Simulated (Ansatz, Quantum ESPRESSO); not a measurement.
# LiH(001): dielectric constant from slabs in a field, part 2 of 7

Wanted: electronic and ionic screening from finite-field slabs, the first being LiH(001), 5 layers.

Quantum ESPRESSO 7.5; plane-wave DFT, PBE, PseudoDojo norm-conserving pseudopotentials; geometry by Ansatz 0.2.0 with PAW datasets.

So far: The starting structure; Geometry from Ansatz, 5 layers.

### Step 3. SCF with pw.x, 5 layers: no field

The slab without a field is the reference for all differences.

Level of this step: plane-wave DFT, PBE, PseudoDojo norm-conserving pseudopotentials (Quantum ESPRESSO 7.5).

n5.f0.in reads:

```
&control
  prefix = 'n5.f0'
  outdir = './out'
  pseudo_dir = './pseudo'
  calculation = 'scf'
  tprnfor = .true.
  tefield = .true.
  dipfield = .true.
/
&system
  ibrav = 0
  nat = 10
  ntyp = 2
  ecutwfc = 66
  ecutrho = 264
  occupations = 'fixed'
  edir = 3
  emaxpos = 0.97
  eopreg = 0.04
  eamp = 0.0
/
&electrons
  conv_thr = 1e-10
  mixing_beta = 0.5
  electron_maxstep = 120
/
ATOMIC_SPECIES
  Li  6.9400  Li.dojo-sr-pbe-0.4.1-standard.upf
  H   1.0080  H.dojo-sr-pbe-0.4.1-standard.upf
CELL_PARAMETERS angstrom
  2.82842712470000 0.00000000000000 0.00000000000000
  0.00000000000000 2.82842712470000 0.00000000000000
  0.00000000000000 0.00000000000000 24.00000000000000
ATOMIC_POSITIONS crystal
  Li  0.000000000000 0.000000000000 0.335481629315
  H   0.500000000000 0.500000000000 0.333157298721
  Li  0.500000000000 0.500000000000 0.416594117981
  H   -0.000000000000 0.000000000000 0.416850447819
  Li  -0.000000000000 0.000000000000 0.499999968478
  H   0.500000000000 0.500000000000 0.500000070519
  Li  0.500000000000 0.500000000000 0.583405803976
  H   -0.000000000000 0.000000000000 0.583149634308
  Li  0.000000000000 0.000000000000 0.664518293867
  H   0.500000000000 0.500000000000 0.666842735015
K_POINTS automatic
  8 8 1 0 0 0
```

The run is started by

```
$ OMP_NUM_THREADS=1 mpirun -n 4 pw.x -nk 4 -in n5.f0.in > n5.f0.out
```

The program printed:

```text
Program PWSCF v.7.5 starts
[citation notice left out]

     Parallel version (MPI & OpenMP), running on       4 processor cores
     Number of MPI processes:                 4
     Threads/MPI process:                     1

     MPI processes distributed on     1 nodes
[...]
Current dimensions of program PWSCF are:
     Max number of different atomic species (ntypx) = 10
     Max number of k-points (npk) =  40000
     Max angular momentum in pseudopotentials (lmaxx) =  4
     Presently no symmetry can be used with electric field

     K-points division:     npool     =       4
     Subspace diagonalization in iterative solution of the eigenvalue problem:
     a serial algorithm will be used

     G-vector sticks info
     --------------------
     sticks:   dense  smooth     PW     G-vecs:    dense   smooth      PW
     Sum         593     593    185                93819    93819   15729

     Using Slab Decomposition

     bravais-lattice index     =            0
     lattice parameter (alat)  =       5.3450  a.u.
     unit-cell volume          =    1295.6802 (a.u.)^3
     number of atoms/cell      =           10
     number of atomic types    =            2
     number of electrons       =        20.00
     number of Kohn-Sham states=           10
     kinetic-energy cutoff     =      66.0000  Ry
     charge density cutoff     =     264.0000  Ry
     scf convergence threshold =      1.0E-10
     mixing beta               =       0.5000
     number of iterations used =            8  plain     mixing
     Exchange-correlation= PBE
                           (   1   4   3   4   0   0   0)

     celldm(1)=   5.344953  celldm(2)=   0.000000  celldm(3)=   0.000000
     celldm(4)=   0.000000  celldm(5)=   0.000000  celldm(6)=   0.000000

     crystal axes: (cart. coord. in units of alat)
               a(1) = (   1.000000   0.000000   0.000000 )
               a(2) = (   0.000000   1.000000   0.000000 )
               a(3) = (   0.000000   0.000000   8.485281 )

     reciprocal axes: (cart. coord. in units 2 pi/alat)
               b(1) = (  1.000000  0.000000  0.000000 )
               b(2) = (  0.000000  1.000000  0.000000 )
               b(3) = (  0.000000  0.000000  0.117851 )

     PseudoPot. # 1 for Li read from file:
     ./pseudo/Li.dojo-sr-pbe-0.4.1-standard.upf
     Pseudo is Norm-conserving, Zval =  3.0
     Generated using ONCVPSP code by D. R. Hamann
     Using radial grid of 1944 points,  4 beta functions with:
                l(1) =   0
                l(2) =   0
                l(3) =   1
                l(4) =   1

     PseudoPot. # 2 for H  read from file:
     ./pseudo/H.dojo-sr-pbe-0.4.1-standard.upf
     Pseudo is Norm-conserving, Zval =  1.0
     Generated using ONCVPSP code by D. R. Hamann
     Using radial grid of 1166 points,  3 beta functions with:
                l(1) =   0
                l(2) =   0
                l(3) =   1

     atomic species   valence    mass     pseudopotential
     Li                3.00     6.94000     Li( 1.00)
     H                 1.00     1.00800     H ( 1.00)

     No symmetry found

   Cartesian axes

     site n.     atom                  positions (alat units)
         1        Li     tau(   1) = (   0.0000000   0.0000000   2.8466560  )
         2        H      tau(   2) = (   0.5000000   0.5000000   2.8269334  )
         3        Li     tau(   3) = (   0.5000000   0.5000000   3.5349183  )
         4        H      tau(   4) = (   0.0000000   0.0000000   3.5370933  )
         5        Li     tau(   5) = (   0.0000000   0.0000000   4.2426404  )
         6        H      tau(   6) = (   0.5000000   0.5000000   4.2426413  )
         7        Li     tau(   7) = (   0.5000000   0.5000000   4.9503624  )
         8        H      tau(   8) = (   0.0000000   0.0000000   4.9481887  )
         9        Li     tau(   9) = (   0.0000000   0.0000000   5.6386247  )
        10        H      tau(  10) = (   0.5000000   0.5000000   5.6583482  )

     number of k points=    34
                       cart. coord. in units 2pi/alat
        k(    1) = (   0.0000000   0.0000000   0.0000000), wk =   0.0312500
        k(    2) = (   0.0000000   0.1250000   0.0000000), wk =   0.0625000
        k(    3) = (   0.0000000   0.2500000   0.0000000), wk =   0.0625000
        k(    4) = (   0.0000000   0.3750000   0.0000000), wk =   0.0625000
        k(    5) = (   0.0000000  -0.5000000   0.0000000), wk =   0.0312500
        k(    6) = (   0.1250000   0.0000000   0.0000000), wk =   0.0625000
        k(    7) = (   0.1250000   0.1250000   0.0000000), wk =   0.0625000
        k(    8) = (   0.1250000   0.2500000   0.0000000), wk =   0.0625000
        k(    9) = (   0.1250000   0.3750000   0.0000000), wk =   0.0625000
        k(   10) = (   0.1250000  -0.5000000   0.0000000), wk =   0.0625000
[...]
k(   34) = (  -0.5000000  -0.5000000   0.0000000), wk =   0.0312500

     Dense  grid:    93819 G-vectors     FFT dimensions: (  27,  27, 240)

     Estimated max dynamical RAM per process >      91.36 MB

     Estimated total dynamical RAM >     296.72 MB

     Initial potential from superposition of free atoms

     starting charge      19.9772, renormalised to      20.0000

     negative rho (up, down):  3.508E-05 0.000E+00

     Adding external electric field

     Computed dipole along edir(3) :
        Dipole               -0.0000 Ry au,         -0.0000 Debye
        Dipole field         -0.0000 Ry au,

        Potential amp.        0.0000 Ry
        Total length         43.5393 bohr

     Starting wfcs are   15 randomized atomic wfcs

     total cpu time spent up to now is        1.2 secs

     per-process dynamical memory:    60.6 Mb

     Self-consistent Calculation

     iteration #  1     ecut=    66.00 Ry     beta= 0.50
     Davidson diagonalization with overlap
     ethr =  1.00E-02,  avg # of iterations =  2.0

     negative rho (up, down):  9.108E-07 0.000E+00

     Adding external electric field

     Computed dipole along edir(3) :
        Dipole                0.0003 Ry au,          0.0009 Debye
        Dipole field          0.0000 Ry au,

        Potential amp.       -0.0003 Ry
        Total length         43.5393 bohr

     total cpu time spent up to now is        3.0 secs

     total energy              =     -78.11419597 Ry
     estimated scf accuracy    <       0.44987585 Ry

     iteration #  2     ecut=    66.00 Ry     beta= 0.50
[...]
negative rho (up, down):  6.956E-08 0.000E+00

[...]
Dipole               -0.0001 Ry au,         -0.0001 Debye
[...]
total energy              =     -78.14947570 Ry
     estimated scf accuracy    <       0.03396788 Ry

     iteration #  3     ecut=    66.00 Ry     beta= 0.50
[...]
negative rho (up, down):  1.282E-08 0.000E+00

[...]
Dipole                0.0001 Ry au,          0.0002 Debye
[...]
total energy              =     -78.15496934 Ry
     estimated scf accuracy    <       0.00136741 Ry

     iteration #  4     ecut=    66.00 Ry     beta= 0.50
[...]
Dipole               -0.0000 Ry au,         -0.0001 Debye
[...]
total energy              =     -78.15528751 Ry
     estimated scf accuracy    <       0.00023415 Ry

     iteration #  5     ecut=    66.00 Ry     beta= 0.50
[...]
Dipole                0.0000 Ry au,          0.0001 Debye
[...]
total energy              =     -78.15532186 Ry
     estimated scf accuracy    <       0.00002281 Ry

     iteration #  6     ecut=    66.00 Ry     beta= 0.50
[...]
Dipole               -0.0000 Ry au,         -0.0001 Debye
[...]
total energy              =     -78.15532643 Ry
     estimated scf accuracy    <       0.00000230 Ry

     iteration #  7     ecut=    66.00 Ry     beta= 0.50
[...]
Dipole                0.0000 Ry au,          0.0001 Debye
[...]
total energy              =     -78.15532698 Ry
     estimated scf accuracy    <       0.00000014 Ry

     iteration #  8     ecut=    66.00 Ry     beta= 0.50
[...]
Dipole               -0.0000 Ry au,         -0.0000 Debye
[...]
total energy              =     -78.15532702 Ry
     estimated scf accuracy    <       0.00000003 Ry

     iteration #  9     ecut=    66.00 Ry     beta= 0.50
[...]
Dipole                0.0000 Ry au,          0.0000 Debye
[...]
total energy              =     -78.15532702 Ry
     estimated scf accuracy    <          6.8E-09 Ry

     iteration # 10     ecut=    66.00 Ry     beta= 0.50
[...]
Dipole               -0.0000 Ry au,         -0.0000 Debye
[...]
total energy              =     -78.15532702 Ry
     estimated scf accuracy    <          2.6E-09 Ry

     iteration # 11     ecut=    66.00 Ry     beta= 0.50
[...]
Dipole               -0.0000 Ry au,         -0.0000 Debye
[...]
total energy              =     -78.15532702 Ry
     estimated scf accuracy    <          1.0E-10 Ry

     iteration # 12     ecut=    66.00 Ry     beta= 0.50
[...]
Dipole               -0.0000 Ry au,         -0.0000 Debye
[...]
End of self-consistent calculation

          k = 0.0000 0.0000 0.0000 ( 11709 PWs)   bands (ev):

   -46.7439 -46.7438 -46.6045 -46.5323 -46.5259  -7.6171  -6.9682  -5.9673
    -4.7150  -3.2999

          k = 0.0000 0.1250 0.0000 ( 11670 PWs)   bands (ev):

   -46.7413 -46.7412 -46.6012 -46.5300 -46.5245  -7.4363  -6.7992  -5.8181
    -4.6033  -3.2730

          k = 0.0000 0.2500 0.0000 ( 11712 PWs)   bands (ev):

   -46.7352 -46.7351 -46.5933 -46.5248 -46.5215  -6.9034  -6.3131  -5.4154
    -4.3602  -3.3617

          k = 0.0000 0.3750 0.0000 ( 11690 PWs)   bands (ev):

   -46.7290 -46.7289 -46.5851 -46.5195 -46.5186  -6.0589  -5.5988  -4.9344
    -4.2830  -3.9146

          k = 0.0000-0.5000 0.0000 ( 11730 PWs)   bands (ev):

   -46.7266 -46.7265 -46.5817 -46.5175 -46.5173  -5.0548  -5.0448  -5.0323
    -4.5182  -4.5170

          k = 0.1250 0.0000 0.0000 ( 11670 PWs)   bands (ev):

   -46.7413 -46.7412 -46.6012 -46.5300 -46.5245  -7.4363  -6.7992  -5.8181
    -4.6033  -3.2730

[...]
highest occupied level (ev):    -1.9255

!    total energy              =     -78.15532702 Ry
     estimated scf accuracy    <          3.9E-12 Ry

     The total energy is the sum of the following terms:
     one-electron contribution =    -504.92689195 Ry
     hartree contribution      =     246.87795365 Ry
     xc contribution           =     -20.54808124 Ry
     ewald contribution        =     200.44169252 Ry
     electric field correction =       0.00000000 Ry

     convergence has been achieved in  12 iterations

     Forces acting on atoms (cartesian axes, Ry/au):

     atom    1 type  1   force =    -0.00000000   -0.00000000   -0.00005159
     atom    2 type  2   force =     0.00000000    0.00000000    0.00013564
     atom    3 type  1   force =    -0.00000000    0.00000000   -0.00004737
     atom    4 type  2   force =     0.00000000   -0.00000000   -0.00005040
     atom    5 type  1   force =    -0.00000000    0.00000000    0.00000030
     atom    6 type  2   force =     0.00000000   -0.00000000   -0.00000039
     atom    7 type  1   force =    -0.00000000   -0.00000000    0.00004800
     atom    8 type  2   force =    -0.00000000    0.00000000    0.00004980
     atom    9 type  1   force =     0.00000000   -0.00000000    0.00005194
     atom   10 type  2   force =     0.00000000    0.00000000   -0.00013594

     Total force =     0.000228     Total SCF correction =     0.000003

[...]
=------------------------------------------------------------------------------=
   JOB DONE.
=------------------------------------------------------------------------------=
```

Wall time 23 s (4 MPI ranks of Arm Neoverse V1, shared host); peak memory 0.47 GiB; 93 s of CPU time.

Read from the output:

* free energy: -1063.3574 eV
* dipole along the normal: 0 e·Å
* valence top, on the run's zero: -1.925 eV

The run needed 12 iterations to bring the estimated error under 1e-10 Ry.

### Step 4. Potential by pp.x, 5 layers

The vacuum level is read from the electrostatic potential (plot_num = 11), averaged over planes.

n5.f0.pot.in reads:

```
&inputpp
  prefix = 'n5.f0'
  outdir = './out'
  filplot = 'n5.f0.pot.dat'
  plot_num = 11
/
```

The run is started by

```
$ OMP_NUM_THREADS=1 mpirun -n 4 pp.x -in n5.f0.pot.in > n5.f0.pot.out
```

The program printed:

```text
[banner, memory and clock lines left out]
Program POST-PROC v.7.5 starts

          URL

     ./out/n5.f0.save/

     IMPORTANT: XC functional enforced from input :
     Exchange-correlation= PBE
                           (   1   4   3   4   0   0   0)
     Any further DFT definition will be discarded
     Please, verify this is what you really want

     Adding external electric field

     Computed dipole along edir(3) :
        Dipole               -0.0000 Ry au,         -0.0000 Debye
        Dipole field         -0.0000 Ry au,

        Potential amp.        0.0000 Ry
        Total length         43.5393 bohr

     Calling punch_plot, plot_num =  11

     Adding external electric field

     Computed dipole along edir(3) :
        Dipole               -0.0000 Ry au,         -0.0000 Debye
        Dipole field         -0.0000 Ry au,

        Potential amp.        0.0000 Ry
        Total length         43.5393 bohr

     Writing data to file  n5.f0.pot.dat
     Message from routine chdens:
     namelist plot not found or invalid, exiting
```

Run time: 0.73 s. Hardware: 4 MPI ranks; peak memory 0.09 GiB.

Numbers from this step:

```
slope of the potential above                                          : 3.94e-5 eV/Å
upper vacuum line continued to the top atoms, over the valence top    : 4.093 eV
slope of the potential below                                          : -2.90e-5 eV/Å
lower vacuum line continued to the bottom atoms, over the valence top : 4.093 eV
vacuum level at the upper face over the valence top of the mesh       : 4.093 eV
vacuum level at the lower face over the valence top of the mesh       : 4.093 eV
```

Electrostatic potential energy of an electron, with the sawtooth; zero at the highest filled level of the SCF mesh. Table of potential energy, planar mean by z:

```tsv
z (Å)	potential energy, planar mean (eV)
0.0	4.09
0.5	4.09
1.0	4.09
1.5	4.09
2.0	4.09
2.5	4.09
3.0	4.09
3.5	4.09
4.0	4.09
4.5	4.09
5.0	4.09
5.5	4.08
6.0	4.02
6.5	3.84
7.0	3.15
7.5	0.744
8.0	-3.96
8.5	0.0459
9.0	2.13
9.5	0.280
10.0	-4.10
10.5	0.262
11.0	2.16
11.5	0.249
12.0	-4.13
12.5	0.249
13.0	2.16
13.5	0.262
14.0	-4.10
14.5	0.280
15.0	2.13
15.5	0.0459
16.0	-3.96
16.5	0.744
17.0	3.15
17.5	3.84
18.0	4.02
18.5	4.08
19.0	4.09
19.5	4.09
20.0	4.09
20.5	4.09
21.0	4.09
21.5	4.09
22.0	4.09
22.5	4.09
23.0	4.09
23.5	4.09
```

The vacuum is flat to 0.1 meV/Å, so its level is well defined. Inside the slab the curve depends on the local part of the pseudopotentials; only the vacuum level has a meaning of its own.

(Continued in part 3 of 7.)

[Logs are printed without paths, hosts, clocks, repeated set-up lines and the standing remarks that a program may print on its own settings, such as how far it seeks lower states.]

[Hosts, paths, dates, database ids (printed as entryN), source tags and the programs' standing remarks are cut or masked in the printed files.]

[Maps of the electrostatic potential energy from Ansatz leave out the sawtooth potential of an applied field or a dipole correction, so their vacuum need not be flat; planar profiles and work functions include it.]
